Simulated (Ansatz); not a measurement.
**La2O3 (P-3m1): the host for defect calculations**

Aim: the runs on the perfect crystal La2O3 (P-3m1) that a defect calculation needs first.

Program: Ansatz 0.2.0. Level of theory: plane-wave PAW DFT, PBEsol; relaxation of the host's cell and atoms; PAW set soft_1, in the first sound run; inputs show where later runs differ. Results are calculated unless marked as measured.

## 1. The structure

Symmetry: P-3m1, No. 164, trigonal system. The conventional cell has a = 3.931 Å, b = 3.931 Å, c = 6.112 Å, α = 90.00°, β = 90.00°, γ = 120.00°. Nearest to La lie 7 O at 2.36 to 2.72 Å. Nearest to O lie 4 La at 2.36 to 2.44 Å. O has 6 La at 2.72 Å nearest. Farther neighbours and most contacts between anions are not listed.

## 2. Host cell relaxation

Lattice and positions are set free, within the symmetry that the program keeps.

Input file cell/input.yaml:

```yaml
crystal:
  lattice:
    - [3.9307779, 0.0, 0.0]
    - [-1.9653889, 3.4041535, 0.0]
    - [0.0, 0.0, 6.1119535]
  atoms:
    - { symbol: La, position: [0.66666667, 0.33333333, 0.75376432] }
    - { symbol: La, position: [0.33333333, 0.66666667, 0.24623568] }
    - { symbol: O, position: [0.66666667, 0.33333333, 0.35410935] }
    - { symbol: O, position: [0.33333333, 0.66666667, 0.64589065] }
    - { symbol: O, position: [0.0, 0.0, 0.0] }
basis:
  ecutwfc: 420
  xc_grid: 2
hamiltonian:
  xc: pbesol
  pseudopotentials: { kind: paw, azcp: { folder: soft_1 }, xc_functional: pbe }
kpoints:
  mp_grid: { grid: [8, 8, 5] }
scf:
  occupations: { method: fixed }
  max_iter: 100
relax:
  f_tol: 0.005
  max_steps: 60
  cell: {}
output:
  forces: true
  stress: true
checkpoint:
  write: "../cell.run"
  compress: false
  write_wavefunctions: false
  write_every: 100000
```

Started as:

```bash
$ ansatz run input.yaml --threads 32 --pin off --max-ram 56524MiB --backend cuda --events-out ev --progress --plain --runs-dir out --max-vram 78GiB
```

Numbers of over 12 decimals in the logs are rounded to 6 here.

The log of the run:

```text
Engine: ansatz 0.2.0, aarch64-unknown-linux-gnu
[...]
Pseudopotential: La, paw, valence charge 11, recommended cutoff 420 eV (normal), soft_1/La.paw.azcp
Pseudopotential: O, paw, valence charge 6, recommended cutoff 420 eV (normal), soft_1/O.paw.azcp
Functional definition: PBEsol
[...]
Crystal: 5 atoms, lattice volume = 81.784 Å³
Basis set: ecut = 420 eV, 1641 PW (Γ), exchange–correlation on 54×54×90 points (8 copies of the dense FFT grid, shifted against one another)
Bands: 25, of which v1, the nominal top of the filled ones, is band 20 counted from 1 (19 counted from 0)
[...]
Space group: P-3m1 (ITA 164), of the structure as read, at distance tolerance 4.3e-5 Å
k-points: 40 of 320
[...]
Functional: x = pbesol(κ = 0.804, μ = 0.123457), c = pbesol(β = 0.046)
[...]
SCF 8 converged in 6 iterations: F = -14015.125211 eV  dr2 = 3.05e-11
relax step   8: F+E_penalty+E_count = -14015.12521100 eV  Δ(F+E_penalty+E_count) = +7.621e-5 eV  max|allowed force component| = 9.656e-4 eV/Å  Δτ_max = 0.0000 Å  P = +0.000 GPa  Ω = 79.827 Å³  stress  [...]
basis re-selected at this cell: Δ(F+E_penalty+E_count) = +7.621e-5 eV, ΔP = -0.001 GPa vs the last step (what re-selecting the basis moved, of the pressure what is left beyond the Pulay correction tha [...]
SCF converged after 6 iterations
Free energy (F): -14015.125211 eV
[...]
Fermi energy:    9.792390 eV
--- Per-component energies (eV) ---
[...]
--- Forces (eV/Å), atoms counted from 1 ---
[...]
--- Stress (GPa, compression-positive) ---
        0.004755      -0.000000       0.000000
        0.000000       0.004755      -0.000000
        0.000000       0.000000      -0.008546
  P = ⅓ Tr σ = 0.0003 GPa (0.003 kbar)
--- Band table (eV; the first three rows and the last of 40) ---
[...]
--- Relaxed structure (6 steps of the walk, 5 accepted, 2 SCFs on fresh bases) ---
[...]
```

It took 3.9 s on 1 × NVIDIA GB200 with 32 threads of Arm Neoverse V2, shared host; peak memory 1 GiB; 15 s of CPU time.

Step by step:

```csv
step,energy less that of the first step (eV),largest force component (eV/Å),pressure (GPa),volume (Å³)
1,0.0000,0.0915,-2.99,81.78
2,0.0308,0.3036,5.26,76.69
3,-0.0204,0.0245,-0.16,79.99
4,-0.0207,0.0124,0.01,79.88
5,-0.0208,0.0008,0.00,79.88
6,-0.0179,0.0009,-0.07,79.88
7,-0.0180,0.0010,0.00,79.83
8*,-0.0179,0.0010,0.00,79.83
```

Relaxation steps marked * repeat the geometry before them on a plane-wave basis chosen anew for their cell, so energy and pressure can jump there. The log counts 2 steps on a newly chosen plane-wave basis, not all of them marked here; energy and pressure can jump at such steps. Relaxation step 2 was tried and not accepted.

```
conventional cell, symmetrised  before  after  change
                         a (Å)   3.931  3.906  -0.6 %
                         b (Å)   3.931  3.906  -0.6 %
                         c (Å)   6.112  6.041  -1.2 %
              volume (Å³/atom)   16.36  15.97  -2.4 %
```

The relaxed structure:

```xyz
5
Lattice="3.9062 0.0000 0.0000 -1.9531 3.3829 0.0000 0.0000 0.0000 6.0410" Properties=species:S:1:pos:R:3 pbc="T T T"
La    1.9531    1.1276    4.5587
La    0.0000    2.2552    1.4823
O     1.9531    1.1276    2.1385
O     0.0000    2.2552    3.9025
O     0.0000    0.0000    0.0000
```

This step gave:

```
pressure : 3.21e-4 GPa
```

The relaxation ends with a largest force component of 9.7e-4 eV/Å and a pressure of 0.00 GPa.

## 3. Dielectric tensors of the host

The response to a uniform electric field gives the electronic dielectric tensor.

This step: plane-wave PAW DFPT, PBEsol; dielectric tensors, Born charges and zone-centre modes of the host; PAW set soft_1 (Ansatz 0.2.0).

Input file eps/input.yaml:

```yaml
crystal:
  lattice:
    - [3.906204012, -2.87e-08, 0.0]
    - [-1.9531019812, 3.3828719211, 0.0]
    - [0.0, 0.0, 6.0410251325]
  atoms:
    - { symbol: La, position: [0.6666666667, 0.3333333333, 0.7546199911] }
    - { symbol: La, position: [0.3333333333, 0.6666666667, 0.2453800089] }
    - { symbol: O, position: [0.6666666667, 0.3333333333, 0.3539967299] }
    - { symbol: O, position: [0.3333333333, 0.6666666667, 0.6460032701] }
    - { symbol: O, position: [0.0, 0.0, 0.0] }
basis:
  ecutwfc: 420
hamiltonian:
  xc: pbesol
  pseudopotentials: { kind: paw, azcp: { folder: soft_1 }, xc_functional: pbe }
kpoints:
  mp_grid: { grid: [7, 7, 4] }
scf:
  occupations: { method: fixed }
  max_iter: 100
phonons:
  method: dfpt
  dielectric: true
  rigid_motions: translations
```

The log of the run:

```text
[...]
Crystal: 5 atoms, lattice volume = 79.827 Å³
Basis set: ecut = 420 eV, 1533 PW (Γ), exchange–correlation on 54×54×90 points (8 copies of the dense FFT grid, shifted against one another)
Bands: 25, of which v1, the nominal top of the filled ones, is band 20 counted from 1 (19 counted from 0)
[...]
k-points: 60 of 196 (irreducible under 2 space group operations, time reversal used)
[...]
SCF iter   1: F=—  HF=-14015.749533 eV  |F-HF|=—  |Δ(HF+E_count)|=         —  Δρ=7.24e-2  dr2=3.79e0  ethr=3.10e-3  ⟨swp⟩=4.1  Hψ=5324  notcnv=0  defer=98
[...]
Bands: 21, of which v1, the nominal top of the filled ones, is band 20 counted from 1 (19 counted from 0)
k-points: 72 of 256 (irreducible under 4 space group operations)
[...]
SCF iter   3: F=—  HF=-14015.114997 eV  |F-HF|=—  |Δ(HF+E_count)|=   3.11e-7  Δρ=5.93e-5  dr2=5.89e-7  ethr=1.13e-8
SCF iter   4: F=-14015.114997 eV  HF=-14015.114997 eV  |F-HF|=2.18e-8  |Δ(HF+E_count)|=   1.79e-7  Δρ=6.94e-6  dr2=3.34e-8  ethr=1.47e-9
SCF 1 converged in 4 iterations: F = -14015.114997 eV  dr2 = 3.34e-8
[...]
SCF converged after 11 iterations
Free energy (F): -14015.125131 eV
[...]
Fermi energy:    9.793159 eV
[...]
--- Band table (eV; the first three rows and the last of 60) ---
[...]
--- Phonons (Γ-DFPT): 6 representative perturbations + reference (Σ response iterations 32) ---
  k mesh reduced under 2 symmetry operations, with k and −k counted as one. Each operation leaves every solved perturbation unchanged. A smaller set is not considered because the run solves the response to a homogeneous field
  ASR residual: 1.302e-4 → 0.000e0 eV/Å²; symmetrization residual: 1.280e-6 eV/Å²
  ASR residual per site (eV/Å²): 6.05e-5 6.05e-5 1.15e-4 1.15e-4 1.30e-4
  Γ frequencies (cm⁻¹): 0.00 0.00 0.00 103.59 103.59 187.84 187.84 191.61 193.68 361.99 361.99 389.60 395.67 395.67 437.77
  ε∞ (high-frequency dielectric tensor):
        4.910891    -0.000000    -0.000000
       -0.000000     4.910891     0.000000
       -0.000000     0.000000     4.839959
  ε⁰ (static dielectric tensor: ions relaxed, cell fixed):
       26.300531    -0.000000    -0.000000
       -0.000000    26.300531    -0.000000
       -0.000000    -0.000000    27.068228
  ε⁰ − ε∞ (ionic part):
       21.389641    -0.000000    -0.000000
       -0.000000    21.389641    -0.000000
       -0.000000    -0.000000    22.228269
  softest optical mode at Γ: 103.59 cm⁻¹; the repairs (sum rule, projections) moved no ω² at Γ by more than (1.59 cm⁻¹)²
  Born effective charges Z* (e; rows j = field, columns β = displacement):
    site 0:
         4.22187   -0.00000   -0.00000
        -0.00000    4.22187    0.00000
        -0.00000    0.00000    3.85581
    site 1:
         4.22187   -0.00000   -0.00000
        -0.00000    4.22187    0.00000
        -0.00000    0.00000    3.85581
    site 2:
        -2.85957    0.00000    0.00000
         0.00000   -2.85957   -0.00000
         0.00000   -0.00000   -2.56411
    site 3:
        -2.85957    0.00000    0.00000
         0.00000   -2.85957   -0.00000
         0.00000   -0.00000   -2.56411
    site 4:
        -2.72460    0.00000    0.00000
         0.00000   -2.72460   -0.00000
         0.00000   -0.00000   -2.58340
  Z* charge neutrality: 1.639e-3 e pre-enforcement
  solved inside a basis spanned on kpoints, on 8×8×4 k-points, its susceptibility summed on 12×12×6: ε∞ is read to err by 1.3e-2, Z* by 1.4e-2 e (field_mesh: kpoints solves on kpoints); Z* is corrected for what the basis lacks
  optical modes at Γ without the LO–TO term, one row a degenerate level:
      ω (cm⁻¹)  modes    IR ((D/Å)²/amu)
        103.59      2             0.0000
        187.84      2            47.6802
        191.61      1             0.0000
        193.68      1            30.6462
        361.99      2            32.7372
        389.60      1             0.0000
        395.67      2             0.0000
        437.77      1             2.8778
  optical modes at Γ + LO–TO along q̂ = [1.0000, 0.0000, 0.0000]:
      ω (cm⁻¹)  modes    IR ((D/Å)²/amu)
        103.59      2             0.0000
        187.84      1            23.8401
        191.61      1             0.0000
        193.68      1            30.6462
        285.64      1             1.8964
        361.99      1            16.3686
        389.60      1             0.0000
        395.67      2             0.0000
[...]
optical modes at Γ + LO–TO along q̂ = [0.0000, 1.0000, 0.0000]:
      ω (cm⁻¹)  modes    IR ((D/Å)²/amu)
[...]
389.60      1             0.0000
        395.67      2             0.0000
        437.77      1             2.8778
        550.90      1            38.3123
  optical modes at Γ + LO–TO along q̂ = [0.0000, 0.0000, 1.0000]:
      ω (cm⁻¹)  modes    IR ((D/Å)²/amu)
        103.59      2             0.0000
        187.84      2            47.6802
        191.61      1             0.0000
        361.99      2            32.7372
        389.60      1             0.0000
        394.04      1             7.4828
        395.67      2             0.0000
        508.87      1            26.0413
[...]
```

It took 13 s on 1 × NVIDIA GB200 with 32 threads; peak memory 2 GiB.

Electronic dielectric tensor:

```
4.91 0.00 0.00
0.00 4.91 0.00
0.00 0.00 4.84
```

Static dielectric tensor:

```
26.30  0.00  0.00
 0.00 26.30  0.00
 0.00  0.00 27.07
```

The principal values of the electronic dielectric tensor are 4.84, 4.91 and 4.91. The principal values of the static dielectric tensor are 26.30, 26.30 and 27.07.

## 4. Primitive cell on a dense mesh

A dense mesh gives the host's converged energy, against which the supercell's sampling is tested.

This step: plane-wave PAW DFT, PBEsol; single point of the host's primitive cell on a dense mesh; PAW set soft_1 (Ansatz 0.2.0).

dense/input.yaml, as its differences from eps/input.yaml of step 3:

```diff
@@ -13,2 +13,3 @@
   ecutwfc: 420
+  xc_grid: 2
 hamiltonian:
@@ -17,9 +18,5 @@
 kpoints:
-  mp_grid: { grid: [7, 7, 4] }
+  mp_grid: { grid: [8, 8, 5] }
 scf:
-  occupations: { method: fixed }
-  max_iter: 100
-phonons:
-  method: dfpt
-  dielectric: true
-  rigid_motions: translations
+  occupations: { method: fermi_dirac, width: 0.01 }
+  max_iter: 80
```

The log of the run:

```text
[...]
Crystal: 5 atoms, lattice volume = 79.827 Å³
Basis set: ecut = 420 eV, 1533 PW (Γ), exchange–correlation on 54×54×90 points (8 copies of the dense FFT grid, shifted against one another)
Bands: 25, of which v1, the nominal top of the filled ones, is band 20 counted from 1 (19 counted from 0)
[...]
k-points: 40 of 320
[...]
SCF iter   2: F=—  HF=-14015.243883 eV  |F-HF|=—  |Δ(HF+E_count)|=   5.06e-1  Δρ=3.35e-2  dr2=1.08e0  ethr=3.10e-3  ⟨swp⟩=5.4  Hψ=2676  notcnv=0  defer=40
[...]
automatic band count: iteration 6 solves 24 bands in place of 25: the levels show a gap, and the empty bands left out lie too high to hold charge; the band table lists the bands solved (type scf.n_ext [...]
[...]
SCF iter   9: F=—  HF=-14015.125211 eV  |F-HF|=—  |Δ(HF+E_count)|=   5.45e-7  Δρ=1.29e-5  dr2=1.28e-7  ethr=5.28e-9  ⟨swp⟩=2.2  Hψ=1757  notcnv=0
SCF iter  10: F=-14015.125211 eV  HF=-14015.125211 eV  |F-HF|=6.64e-10  |Δ(HF+E_count)|=   3.50e-9  Δρ=1.69e-6  dr2=2.75e-9  ethr=2.50e-10  ⟨swp⟩=3.0  Hψ=2085  notcnv=0
SCF 1 converged in 10 iterations: F = -14015.125211 eV  dr2 = 2.75e-9
[...]
SCF converged after 10 iterations
Free energy (F): -14015.125211 eV
[...]
Fermi energy:    11.709614 eV
[...]
```

Elapsed: 0.99 s, on 1 × NVIDIA GB200 with 32 threads; peak memory 0.97 GiB; 2.6 s of CPU time.

Reading the cycles: dr2 is the Hartree energy of the density residual (eV), the measure of convergence; HF is the Harris–Foulkes estimate of the energy, which meets the free energy F at convergence.

[end of part 1 of 2]

[Logs are printed without paths, hosts, clocks, repeated set-up lines and the standing remarks that a program may print on its own settings, such as how far it seeks lower states.]

[Hosts, paths, dates, database ids (printed as entryN), source tags and the programs' standing remarks are cut or masked in the printed files.]

[Runs of the host that timed out are not shown.]

[For some hosts the program warned that the k-mesh of the response run may be too coarse for force constants and the static dielectric constant; such warnings are not always shown.]
